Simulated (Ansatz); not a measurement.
input.yaml

```yaml
crystal:
  lattice:
    - [4.5390002997, 0.0, 0.0]
    - [-2.2695001499, 3.9308895674, 0.0]
    - [0.0, 0.0, 11.829]
  atoms:
    - { symbol: Bi, position: [0.3432474106, 0.6666666667, 0.25] }
    - { symbol: Bi, position: [0.6666666667, 0.3333333333, 0.75] }
basis:
  ecutwfc: 420
kpoints:
  mp_grid: { grid: [9, 9, 4] }
hamiltonian:
  xc: pbesol
scf:
  occupations: { method: gaussian, width: 0.1 }
output:
  forces: true
  stress: true
  eigenvalues: true
```

It can be run as
```bash
ansatz run input.yaml --threads 1 --pin off --backend cpu --events-out ev --progress --plain --runs-dir out  # memory cap (--max-ram) not shown
```

Theory: DFT PBEsol, scalar-relativistic, plane waves, PAW in Ansatz 0.2.0.

Part of what the program printed, abridged:

```
Pseudopotentials: kind: paw
Pseudopotential: Bi, paw, valence charge 15, recommended cutoff 420 eV (normal)
Functional definition: PBEsol
Crystal: 2 atoms, lattice volume = 211.057 Å³
Basis set: ecut = 420 eV, 4161 PW (Γ), exchange–correlation on 64×64×160 points (8 copies of the dense FFT grid, shifted against one another)
Bands: 19, of which v1, the nominal top of the filled ones, is band 15 counted from 1 (14 counted from 0)
Symmetry: 4 space group operations
Space group: P21/m (ITA 11), of the structure as read, at distance tolerance 6.0e-5 Å
k-points: 123 of 324
Initial density: superposition of atomic densities (neutral atoms: chi_scale 0, normalization atom), corrected by the library's trained network
Initial wavefunctions: pseudopotential atomic-orbital guess
Functional: x = pbesol(κ = 0.804, μ = 0.12345679), c = pbesol(β = 0.046)
SCF iter   1: F=—  HF=-24478.778017 eV  |F-HF|=—  |Δ(HF+E_count)|=         —  Δρ=1.23e-3  dr2=5.14e-3  ethr=1.77e-3  ⟨swp⟩=6.2  Hψ=12589  notcnv=0
SCF iter   2: F=—  HF=-24478.779917 eV  |F-HF|=—  |Δ(HF+E_count)|=   1.90e-3  Δρ=4.07e-4  dr2=5.15e-4  ethr=1.71e-5  ⟨swp⟩=2.0  Hψ=4951  notcnv=0  defer=12
SCF iter   3: F=—  HF=-24478.780135 eV  |F-HF|=—  |Δ(HF+E_count)|=   2.19e-4  Δρ=2.22e-4  dr2=1.40e-4  ethr=1.72e-6  ⟨swp⟩=2.0  Hψ=4205  notcnv=0  defer=12
SCF iter   4: F=—  HF=-24478.780151 eV  |F-HF|=—  |Δ(HF+E_count)|=   1.54e-5  Δρ=1.03e-4  dr2=4.16e-5  ethr=4.68e-7  ⟨swp⟩=2.0  Hψ=4045  notcnv=0  defer=12
SCF iter   5: F=—  HF=-24478.780192 eV  |F-HF|=—  |Δ(HF+E_count)|=   4.11e-5  Δρ=2.75e-5  dr2=3.83e-6  ethr=1.39e-7  ⟨swp⟩=2.0  Hψ=3046  notcnv=0  defer=12
SCF iter   6: F=—  HF=-24478.780192 eV  |F-HF|=—  |Δ(HF+E_count)|=   5.06e-7  Δρ=8.57e-6  dr2=2.92e-7  ethr=1.28e-8  ⟨swp⟩=2.6  Hψ=3346  notcnv=0  defer=12
SCF iter   7: F=-24478.780192 eV  HF=-24478.780192 eV  |F-HF|=2.70e-9  |Δ(HF+E_count)|=   3.36e-8  Δρ=1.47e-6  dr2=1.01e-8  ethr=3.33e-10  ⟨swp⟩=8.4  Hψ=12089  notcnv=0
SCF 1 converged in 7 iterations: F = -24478.780192 eV  dr2 = 1.01e-8
SCF converged after 7 iterations
Free energy (F): -24478.780192 eV
Harris-Foulkes:  -24478.780192 eV  (|F-HF|=2.70e-9)
Internal energy: -24478.744955 eV  (E = F + TS)
E sigma→0 (E₀):  -24478.762574 eV
Entropy (-TS):   -0.035237 eV (-17.619 meV/atom)
Fermi energy:    -0.017084 eV
--- Per-component energies (eV) ---
  E_band       = -500.107637
  E_kinetic    = 595.644608
  E_local      = -4640.137986  (includes V_loc(G=0)·N_el)
  E_nonlocal   = 1123.348665
  E_hartree    = 1636.449539
  E_xc         = -292.014923
  E_vxc        = -276.816931  (∫ρ·V_xc dr)
  E_paw        = -21019.036812  (= ΣΔE_a)
  E_vpaw       = -575.048502  (= ΣTr[D̂ρ^β])
  E_aug_tail   = -0.000926  (compensation charges beyond the density's cutoff)
  E_ewald      = -1883.176625
  E_core_change = 0.179504  (= ΣΔE_core)
  E_smearing   = -0.035237  (= −TS)
--- Forces (eV/Å), atoms counted from 1 ---
  atom   1  Bi     0.00049103    -0.00002230     0.00000000
  atom   2  Bi    -0.00049103     0.00002230     0.00000000
--- Stress (GPa, compression-positive) ---
       -5.102348       0.002672       0.000000
        0.002672      -5.102396       0.000000
        0.000000       0.000000      -0.376859
  P = ⅓ Tr σ = -3.5272 GPa (-35.272 kbar)
--- Band table (eV; the first three rows and the last of 123) ---
  k-point 0: bands = ["-22.8005", "-22.8004", "-22.7967", "-22.7967", "-22.7967", "-22.7967", "-22.7953", "-22.7953", "-22.7953", "-22.7953", "-10.3412", "-10.3308", "-0.8585", "-0.3574", "1.4020", "1.4028", "1.4139", "1.4146", "2.9983"]
  k-point 1: bands = ["-22.8005", "-22.8004", "-22.7967", "-22.7967", "-22.7967", "-22.7967", "-22.7953", "-22.7953", "-22.7953", "-22.7953", "-10.3397", "-10.3323", "-0.7974", "-0.4468", "1.4039", "1.4044", "1.4122", "1.4127", "3.2096"]
  k-point 2: bands = ["-22.8004", "-22.8004", "-22.7967", "-22.7967", "-22.7967", "-22.7967", "-22.7953", "-22.7953", "-22.7953", "-22.7953", "-10.3360", "-10.3360", "-0.6356", "-0.6356", "1.4083", "1.4083", "1.4083", "1.4083", "3.7255"]
  k-point 122: bands = ["-22.7987", "-22.7987", "-22.7983", "-22.7983", "-22.7974", "-22.7974", "-22.7934", "-22.7934", "-22.7891", "-22.7891", "-10.0377", "-10.0377", "-1.1209", "-1.1209", "0.0418", "0.0418", "0.4959", "0.4959", "4.8738"]
```

The run converged.

Spin–orbit coupling is left out, which can shift energies with elements as heavy as these. The cell holds layers, and where no dispersion correction was added their binding is poorly described.